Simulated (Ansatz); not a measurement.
NaBr (rock salt), conventional cell a = 6.036 Å, b = 6.036 Å, c = 6.036 Å, α = 90.00°, β = 90.00°, γ = 90.00°. The calculation uses the primitive cell of 2 atoms, to which meshes and values per cell refer.

Equation-of-state scan: isotropic scaling of the cell above, V₀ being its volume. Symmetry pins the atoms to their sites.

Calculation: PBE (plane waves to 420 eV, PAW, scalar-relativistic; Ansatz, a program for electronic structure). k mesh 10×10×10 (Γ-centred), Fermi-Dirac smearing 0.05 eV. The energy includes the smearing's −TS. NaBr was relaxed with its symmetry unable to fall. The zero of ΔE is the relaxed starting cell.

| V (Å³/atom) | ΔE (meV/atom) |
|---|---|
| 24.740 | 20.2 |
| 25.427 | 10.8 |
| 26.114 | 4.6 |
| 26.801 | 1.1 |
| 27.489 | 0.0 |
| 28.176 | 1.0 |
| 28.863 | 3.8 |
| 29.550 | 8.2 |
| 30.238 | 13.9 |

What is the fitted pressure derivative B₀′?

4.6.

What bulk modulus B₀ follows from a third-order Birch-Murnaghan fit?

19.4 GPa. Check by three points about V = 27.489 Å³/atom, step 0.687: d²E/dV² ≈ (1.1 − 2·0.0 + 1.0) meV / 0.687² = 0.00445 eV/Å⁶, and V·d²E/dV² × 160.2 = 19.6 GPa.

(Under strain, the slope of the energy per volume gives the stress and its curvature an elastic modulus.)
